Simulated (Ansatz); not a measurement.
Runs of Ansatz 0.2.0 on W. The structure is cubic, space group Im-3m (No. 229). Conventional cell: a = 3.165 Å, b = 3.165 Å, c = 3.165 Å, α = 90.00°, β = 90.00°, γ = 90.00°. W (site symmetry m-3m) has 8 W at 2.74 Å as nearest neighbours. 

```csv
task,level,potentials or basis,cell,k mesh,cutoff (eV),smearing,points for each segment of the path,mesh quality,gap on the mesh (eV),pressure (GPa),V0 of scaled cells (Å³/atom),relaxed volume (Å³/atom),B0 (GPa)
single point,r2SCANh,Ansatz PAW,as given,6 × 6 × 6,500,fermi-dirac 0.05 eV,-,coarse,none,-,-,-,-
projected density of states,revPBE,Ansatz PAW,as given,7 × 7 × 7,420,fermi-dirac 0.05 eV,-,coarse,none,9.5,-,-,-
relaxation of cell and atoms,PBEsol0,Ansatz PAW,relaxed,6 × 6 × 6,420,fermi-dirac 0.05 eV,-,coarse,-,-,-,15.40,-
ladder of functionals,PBE,SG15 NC,as given,12 × 12 × 12,816,tetrahedron,-,not flagged,none,6.4,-,-,-
band structure,BLYP,Ansatz PAW,as given,12 × 12 × 12,420,fermi-dirac 0.05 eV,14,not flagged,none,15.5,-,-,-
relaxation of cell and atoms,revPBE,Ansatz PAW,relaxed,12 × 12 × 12,420,fermi-dirac 0.05 eV,-,not flagged,none,0.0,-,(c),-
equation of state,PBEsol,Ansatz PAW,as given,12 × 12 × 12,420,fermi-dirac 0.05 eV,-,not flagged,-,-,(b),-,317
relaxation of cell and atoms,r2SCAN+D3(BJ),Ansatz PAW,relaxed,12 × 12 × 12,500,fermi-dirac 0.05 eV,-,not flagged,none,0.0,-,15.76,-
single point,PBE,Ansatz PAW,as given,12 × 12 × 12,600,fermi-dirac 0.05 eV,-,not flagged,none,(a),-,-,-
relaxation of cell and atoms,BLYP,Ansatz PAW,relaxed,12 × 12 × 12,420,fermi-dirac 0.05 eV,-,not flagged,none,0.0,-,16.68,-
equation of state,LDA,Ansatz PAW,as given,12 × 12 × 12,420,fermi-dirac 0.05 eV,-,not flagged,-,-,15.40,-,327
```

Alike in all rows: no spin polarisation.

Estimate the missing entries.

(a) 5.8; (b) 15.69; (c) 16.29.

Caveats: some runs use coarse meshes; the PAW data sets come from PBE, with cores solved anew for the run's functional, which leaves a small shift of forces and pressure (some runs); the potentials were made for another functional, which shifts forces and pressure (some runs); the plane-wave basis is chosen anew once the cell has moved, so the energies of steps on either side of that aren't comparable (some runs); the density of states is complete only up to the lowest level of the last band computed (some runs); so large a pressure means that the cell lies far from this level's equilibrium, or that cutoff or potentials fall short (some runs); pairwise dispersion overbinds metals, which lowers pressure and volume (some runs).

A k mesh can miss the band edges, and the runs leave out spin-orbit coupling on W.

A gap of «none» marks a metal or a gap under the smearing width.

Not every run made on this cell is shown here.
